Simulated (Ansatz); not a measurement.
# SnS2: frozen-core PAW against all-electron methods

```
CELL_PARAMETERS angstrom
3.59830 0.00000 0.00000
-1.79915 3.11622 0.00000
0.00000 0.00000 5.32918
ATOMIC_POSITIONS crystal
Sn 0.00000 0.00000 0.00000
S 0.66667 0.33333 0.26390
S 0.33333 0.66667 0.73610
```

Atom numbers follow the list: Sn1, S2, S3.

The cell comes from COD entry 7038081, which wasn't checked; take it as a given geometry. The listed cell was then made from it by scaling, straining or moving an atom.

No spin–orbit coupling, which matters for the heavy atoms here.

Methods: DFT, PBEsol, PAW with Ansatz's default frozen-core files, scalar-relativistic (Ansatz 0.2.0); DFT, PBEsol, all-electron PAW with datasets made for the crystal, scalar-relativistic (Ansatz 0.2.0); DFT, PBEsol, all-electron LAPW, scalar-relativistic (Ansatz 0.2.0).

For PAW: a Γ-centred 10×10×6 k mesh, Fermi–Dirac smearing of 0.01 eV, cutoff 420 eV, no spin polarisation; the PAW files were made with PBE, and the program remakes their frozen cores for this functional. The crystal-made all-electron datasets (AE datasets) take a cutoff of 280 eV at this cell. LAPW targets a basis error of 1 meV/atom. The Ansatz runs share mesh, smearing and spin set-up. Plane-wave (PAW) pressures include the program's estimate of the Pulay term.

Stress and pressure are positive in compression.

Spin–orbit coupling is left out, which moves gradients at and beside heavy atoms by some per cent and at worst by a factor of two.

| quantity | PAW | AE datasets | LAPW |
| --- | --- | --- | --- |
| pressure (GPa) | 9.01 | 8.99 | 9.00 |
| stress xx (GPa) | 8.16 | 8.14 | 8.14 |
| stress zz (GPa) | 10.71 | 10.70 | 10.70 |
| force on S2, z (eV/Å) | 0.820 | 0.817 | 0.817 |
| band gap (eV) | 0.862 | 0.867 | 0.867 |
| field gradient Vzz at Sn1 (10²¹ V/m²) | 1.74 | 1.78 | – |
| field gradient Vzz at S2 (10²¹ V/m²) | -5.60 | -5.59 | – |
